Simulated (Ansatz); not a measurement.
Clean, relaxed (100) surface of Mo, space group Im-3m (No. 229) (top face towards +c; atoms held fixed, by place in the list: 1, 2):

```yaml
crystal:
  lattice:
    - [3.12931, 0.00000, 0.00000]
    - [0.00000, 3.12931, 0.00000]
    - [0.00000, 0.00000, 23.25861]
  atoms:
    - { symbol: Mo, position: [0.50000, 0.50000, 0.36546] }
    - { symbol: Mo, position: [0.00000, 0.00000, 0.43273] }
    - { symbol: Mo, position: [0.50000, 0.50000, 0.49830] }
    - { symbol: Mo, position: [0.00000, 0.00000, 0.56817] }
    - { symbol: Mo, position: [0.50000, 0.50000, 0.62744] }
```

Computed with DFT PBEsol, scalar-relativistic, plane waves, PAW (Ansatz 0.2.0). Cutoff 420 eV; k points 9×9×1 on the computed 5-atom cell (Γ-centred); Gaussian smearing, width 0.10 eV; no spin polarisation. The cell repeats along c with a dipole correction in the vacuum.

E_ads counts from the clean slab and the free adsorbate (spin-polarised where it has unpaired electrons); negative means bound. With the adsorbate the cell is lengthened along c to keep the vacuum.

(1) H (atom) is put at the bridge (Mo-Mo) at (0.00, 0.50) site, one adsorbate per 9.8 Å². What structure does it relax to?

Each end is the local minimum or symmetric point that its start leads to. The slab is only 6.3 Å thick, so the energies aren't converged with thickness.

The adsorbed runs have no spin polarisation, so weakly bound open-shell ends lie too high.

## Answers

(1) E_ads = -3.08 eV. Contacts: H–Mo 1.88 Å.

```yaml
crystal:
  lattice:
    - [3.12931, 0.00000, 0.00000]
    - [0.00000, 3.12931, 0.00000]
    - [0.00000, 0.00000, 25.25861]
  atoms:
    - { symbol: Mo, position: [0.50000, 0.50000, 0.33652] }
    - { symbol: Mo, position: [0.00000, 0.00000, 0.39846] }
    - { symbol: Mo, position: [0.50000, 0.50000, 0.45959] }
    - { symbol: Mo, position: [0.00000, 0.00000, 0.52166] }
    - { symbol: Mo, position: [0.50000, 0.50000, 0.58052] }
    - { symbol: H, position: [0.00000, 0.50000, 0.62189] }
```